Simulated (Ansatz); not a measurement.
**Hf₃N₄: 179Hf nuclear quadrupole resonance**

Cell: a structure deposited in the COD.

```cif
data_Hf3N4
_symmetry_space_group_name_H-M 'I-43d'
_symmetry_Int_Tables_number 220
_cell_length_a 6.7010
_cell_length_b 6.7010
_cell_length_c 6.7010
_cell_angle_alpha 90.000
_cell_angle_beta 90.000
_cell_angle_gamma 90.000
loop_
_atom_site_label
_atom_site_type_symbol
_atom_site_symmetry_multiplicity
_atom_site_Wyckoff_symbol
_atom_site_fract_x
_atom_site_fract_y
_atom_site_fract_z
Hf Hf 12 a 0.3750 0.0000 0.2500
N N 16 c 0.0630 0.0630 0.0630
```

One atom of each set is listed; the run and its k-mesh use a cell of 14 atoms with edges of 5.80, 5.80, 5.80 Å.

The numbers come from a DFT calculation in Ansatz (PBE, plane waves and PAW, scalar-relativistic, 420 eV cutoff, Γ-centred 6×6×6 k-points, Fermi–Dirac smearing 0.02 eV).

179Hf: I = 9/2, Q = 3793 mb (year-2017 value). Static lattice, zero field.

Question: At which frequencies do the 179Hf NQR lines lie?

Answer: For I = 9/2 and η = 0 the lines are |C_Q|/24 times 1, 2, 3 and 4; η shifts the lowest up most.

```json
{"site": "Hf", "atoms": "6", "V_zz (10²¹ V/m²)": "34.4", "C_Q (MHz)": "3158", "η": "0.00", "line frequencies (MHz)": "131.6, 263.1, 394.7, 526.3"}
```

Question: And for Hf-177 (I = 7/2, Q = 3365 mb) on Hf?

Answer: C_Q scales with Q to 2801 MHz, with lines at 200.1, 400.2, 600.3 MHz.

An axis of threefold or higher order runs through Hf, so V_zz lies along it and η is zero.

The calculated pressure of 7 GPa (PBE) comes partly from the unrelaxed atoms: it is 3.4 GPa once they are relaxed in the same cell. The largest force is 0.3 eV/Å, so the atoms aren't at the calculated equilibrium and relaxing them would move these values. Without spin–orbit coupling the gradients at and beside Hf can be off by some per cent, at some sites by more.

The run took 14 s of wall time (50 s of CPU time) and 0.79 GiB at its peak, on 4 threads of Arm Neoverse V1 (aarch64; 8 cores open to the job, memory cap 8.0 GiB, no GPU), a shared host with a load of 0.5 a core.
